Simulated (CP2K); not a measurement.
# HfN in CP2K: the effect of pseudo set

Crystal: HfN.

```
Hf N
1.0
     3.19047    0.00000    0.00000
     1.59523    2.76302    0.00000
     1.59523    0.92101    2.60500
Hf N
1 1
Direct
  0.00000 0.00000 0.00000
  0.50000 0.50000 0.50000
```

Alike in all runs:

- Program: CP2K 2026.2
- Task: band structure
- Functional: PBE
- Density cutoff: 6123 eV
- k mesh: 10 × 10 × 10
- Occupations: fermi-dirac, width 0.05 eV
- Spin: no spin polarisation

```csv
pseudo set,pressure (GPa)
PBE,0.7
PADE,-8.3
BLYP,0.5
SCAN,?
PBE0,1.3
```

Question: What does the run with pseudo set SCAN give?

Answer: Pressure -5.4 GPa.

Caveats: the basis of atomic orbitals isn't converged, which shifts pressures, moduli and gaps; the potentials were made for another functional, which shifts forces and pressure (some runs).
